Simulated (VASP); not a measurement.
C (a cell with a defect): single point with PBE

C (a cell with a defect):

```
CELL_PARAMETERS angstrom
-4.93348 0.00000 0.00000
0.00000 -4.27707 0.00000
0.00000 0.00000 8.14990
ATOMIC_POSITIONS crystal
C 0.54531 0.19702 0.22186
C 0.45104 0.79063 0.78221
C 0.54824 0.52765 0.21345
C 0.45103 0.45518 0.78210
C 0.30235 0.69834 0.24703
C 0.20100 0.29060 0.78271
C 0.29239 0.03551 0.23116
C 0.20107 0.95511 0.78270
C 0.04270 0.18960 0.23167
C 0.95106 0.79046 0.78252
C 0.03312 0.52700 0.24799
C 0.95109 0.45503 0.78278
C 0.78707 0.69738 0.21396
C 0.70111 0.29066 0.78197
C 0.78977 0.02792 0.22220
C 0.70108 0.95498 0.78188
C 0.16870 0.61336 0.41061
```

| Item | Value |
| --- | --- |
| Program | VASP 6.6.1 |
| Task | single point |
| Functional | PBE |
| Potentials or basis | VASP PAW PBE potentials, release 64 (C) |
| Cutoff | 520 eV |
| k mesh | 2 × 3 × 2 |
| Occupations | gaussian, width 0.05 eV |
| Spin | collinear spin, typed start |
| Starting moments | [0.0, 0.0, 0.0, 0.0, 0.0, 0.0, 0.0, 0.0, 0.0, 0.0, 0.0, 0.0, 0.0, 0.0, 0.0, 0.0, 1.0] μB |

```json
{"Pressure": "3.3 GPa", "Largest force": "0.080 eV/Å", "Band gap on the k mesh": "0.59 eV, indirect (least direct gap 0.92 eV)", "Net moment": "0.00 μB per cell", "Valence electrons inside the program's atomic spheres": "C 2.67, 2.65, 2.66, 2.64, 2.27"}
```

Forces in eV/Å, atoms in the order of the input:
```
C    0.009 -0.014 -0.007
C    0.000 -0.009  0.003
C    0.000 -0.008 -0.013
C   -0.009  0.028 -0.005
C   -0.035  0.008 -0.023
C   -0.004  0.002  0.004
C   -0.001  0.005  0.001
C    0.007  0.007 -0.002
C   -0.001 -0.010  0.009
C   -0.001 -0.018 -0.002
C    0.052  0.005 -0.026
C    0.008  0.011 -0.002
C   -0.012  0.006 -0.016
C    0.006 -0.014  0.002
C   -0.023 -0.007 -0.003
C   -0.002  0.014  0.000
C    0.007 -0.005  0.080
```

Stress tensor (GPa, compression positive):
```
 4.62 -1.28  0.06
-1.28  4.04  0.01
 0.06  0.01  1.27
```

Levels at points of the mesh, in eV from the valence-band top:
Spin up:
```tsv
k point	band 32	band 33	band 34	band 35	band 36	band 37
(0.00, 0.00, 0.00)	-1.41	-1.30	-0.33	0.59	2.05	2.92
(0.50, 0.00, 0.00)	-0.65	-0.06	0.00	0.99	1.11	2.13
(0.00, 0.00, 0.50)	-1.37	-1.09	-0.42	0.63	2.03	2.87
(0.50, 0.00, 0.50)	-0.61	-0.04	-0.03	0.98	1.09	2.12
```
Spin down:
```
           k point  band 30  band 31  band 32  band 33  band 34  band 35  band 36  band 37  band 38  band 39
(0.00, 0.00, 0.00)    -1.62    -1.54    -1.41    -1.30    -0.33     0.59     2.05     2.92     3.34     3.83
(0.50, 0.00, 0.00)    -2.46    -1.04    -0.65    -0.06     0.00     0.99     1.11     2.13     2.15     4.31
(0.00, 0.00, 0.50)    -1.79    -1.67    -1.37    -1.09    -0.42     0.63     2.03     2.87     3.39     3.83
(0.50, 0.00, 0.50)    -2.43    -1.03    -0.61    -0.04    -0.03     0.98     1.09     2.12     2.13     4.40
```

Run time: 3.8 min on 1 thread of Intel(R) Xeon(R) 6975P-C (Granite Rapids) (shared host), peak memory 0.35 GiB.

Caveat: the k mesh is coarse (spacing up to 0.64 Å⁻¹), so the values aren't converged. As with any semilocal functional, this PBE gap is likely too small.
